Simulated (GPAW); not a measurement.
Runs of GPAW 26.7.0 on C. The structure is cubic, space group Fd-3m (No. 227). Conventional cell: a = 3.567 Å, b = 3.567 Å, c = 3.567 Å, α = 90.00°, β = 90.00°, γ = 90.00°. C (site symmetry -43m) is surrounded by 4 C at 1.54 Å. This isn't the form of C at room conditions, which is graphite.

| task | level | potentials or basis | cell | k mesh | cutoff (eV) | smearing | random start of the orbitals | maxiter | convergence | supercell | supercell k mesh | other keys | mesh quality | gap on the mesh (eV) | pressure (GPa) |
| --- | --- | --- | --- | --- | --- | --- | --- | --- | --- | --- | --- | --- | --- | --- | --- |
| gruneisen | revPBE+D3(BJ) | the program's PAW data sets (release 1.2.1) made for this functional, pw | relaxed | 9 × 9 × 9 | 680 | fermi-dirac 0.01 eV | yes | 60 | density=1e-06 eigenstates=1e-09 | 2 × 2 × 2 | 5 × 5 × 5 | several, not listed | not flagged | 4.17 | 0.0 |
| single point | HF | GPAW PAW data sets (gpaw-data 1.2.1), pw | as given | 6 × 6 × 6 | 600 | fermi-dirac 0.05 eV | - | 60 | - | - | - | - | coarse | 12.64 | - |
| band structure | TPSS | GPAW PAW data sets (gpaw-data 1.2.1), pw | as given | 10 × 10 × 10 | 800 | fermi-dirac 0.05 eV | - | 150 | - | - | - | - | not flagged | 4.20 | (b) |
| single point | PBE0-1/3 | GPAW PAW data sets (gpaw-data 1.2.1), pw | as given | 6 × 6 × 6 | 600 | fermi-dirac 0.05 eV | - | 60 | - | - | - | - | coarse | (a) | - |

Alike in all rows: no spin polarisation.

Problem. Fill in the values left out.

Solution. (a) 6.73; (b) 0.8.

Caveats: some runs use coarse meshes; the PAW data sets were made with another functional, which shifts forces and pressure a little (some runs); the cutoff is short for stress and forces, so pressures can be off by a GPa or more (some runs); the density grid can change from cell to cell, which puts small steps into energies and stress (some runs); an odd mesh through Γ misses points on the zone boundary, where band edges often lie (some runs).

Runs at the PBE level aren't shown here.
